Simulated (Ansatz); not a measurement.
Input of an Ansatz 0.2.0 run:

File input.yaml:

```yaml
crystal:
  lattice:
    - [2.34185, -1.7113, 0.0]
    - [-1.49182, -1.7113, -5.05787]
    - [2.34185, 5.1339, 0.0]
  atoms:
    - { symbol: Cu, position: [0.32132716, 0.95657656, 0.29054178] }
    - { symbol: Cu, position: [0.67867284, 0.04342344, 0.70945822] }
    - { symbol: Cu, position: [0.3225567, 0.52186451, 0.68364633] }
    - { symbol: Cu, position: [0.6774433, 0.47813549, 0.31635367] }
    - { symbol: O, position: [0.41767164, 0.70732048, 0.00989985] }
    - { symbol: O, position: [0.41392836, 0.79267952, 0.65850015] }
    - { symbol: O, position: [0.22493959, 0.34816805, 0.07342398] }
    - { symbol: O, position: [0.94346041, 0.15183195, 0.25817602] }
hamiltonian:
  xc: rpbe
  pseudopotentials: { kind: paw }
  dispersion: d3bj
kpoints:
  mp_grid: { grid: [9, 5, 5] }
scf:
  occupations: { method: fermi_dirac, width: 0.05 }
output:
  forces: true
  stress: true
  eigenvalues: true
relax:
  f_tol: 0.01
  max_steps: 40
  cell: { stress_tol: 0.05 }
```

Potentials or basis: Ansatz PAW.

Run with:

```sh
$ ansatz run input.yaml --threads 4 --pin off --max-ram 11264MiB --backend cpu --events-out ev --progress --plain --runs-dir out
```

(1) Estimate the space group after relaxing (to 0.05 Å).

(2) Predict the relaxed volume.

(3) Predict the band gap on the k mesh.

Answers

(1) C2/c (No. 15).

(2) 8.83 Å³/atom.

(3) none (metal or under the smearing width).

Caveat: the pressure holds a Pulay correction of +0.7 GPa for the finite cutoff; the volume moved by -13 % from the deposited cell, more than functionals usually miss; the run has no spin polarisation, though such a crystal can be magnetic; semilocal functionals often make such compounds metallic where correlation or magnetic order opens a gap, which also shifts bond lengths; pairwise dispersion overbinds metals, which lowers pressure and volume; the PAW data sets come from PBE, with cores solved anew for the run's functional, which leaves a small shift of forces and pressure.
